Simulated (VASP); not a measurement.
Wanted: the native input for a VASP 6.6.1 run.

| Quantity | Value |
| --- | --- |
| Task | single point |
| Functional | PBE |
| Potentials or basis | VASP PAW PBE potentials, release 64 (Ba_sv, Zr_sv, O) |
| Cutoff | 520 eV |
| k mesh | 6 × 6 × 6 |
| Occupations | gaussian, width 0.05 eV |
| Spin | no spin polarisation |
| Dipole correction | no |
| Further INCAR settings | ALGO = Fast; EDIFF = 1e-06; NBANDS = 28 |

The structure of BaZrO3 lies in POSCAR:

```
BaZrO3
1.0
    3.7622084771      0.0000000000      0.0000000000
    0.0000000000      4.4596965656      0.0000000000
    0.0000000000      0.0000000000      4.2272005361
Ba Zr O
1 1 3
Direct
    0.5000000000      0.5000000000      0.5000000000
    0.0000000000      0.0000000000      0.0000000000
    0.5000000000      0.0000000000      0.0000000000
    0.0000000000      0.5000000000      0.0000000000
    0.0000000000      0.0000000000      0.5000000000
```

The cell isn't the ideal one: normal strain along x -0.1100, normal strain along y +0.0550.

The input as run:

INCAR

```
SYSTEM = BaZrO3
PREC = Accurate ; ENCUT = 520
EDIFF = 1E-6 ; ISMEAR = 0
SIGMA = 0.05 ; LREAL = .False.
LASPH = .True. ; NELM = 80
ALGO = Fast ; ISIF = 2
LWAVE = .False. ; LCHARG = .False.
GGA = PE ; NBANDS = 28
```

KPOINTS

```
regular mesh
0
Gamma
  6 6 6
  0 0 0
```

Potentials or basis: VASP PAW PBE potentials, release 64 (Ba_sv, Zr_sv, O).

The run is started by

```console
$ cat potpaw_PBE.64/Ba_sv/POTCAR potpaw_PBE.64/Zr_sv/POTCAR potpaw_PBE.64/O/POTCAR > POTCAR
$ mpirun -np 1 vasp_std > vasp.out
```

It gave:

The pressure is 18.9 GPa. The band gap on the k mesh is 2.53 eV, direct.

Caveat: so large a pressure means that the cell lies far from this level's equilibrium, or that cutoff or potentials fall short; spin-orbit coupling is left out, which moves the levels of the heavy elements.

It took 3.3 min on 1 thread of Intel(R) Xeon(R) 6975P-C (Granite Rapids), on a shared host, peak memory 0.26 GiB.
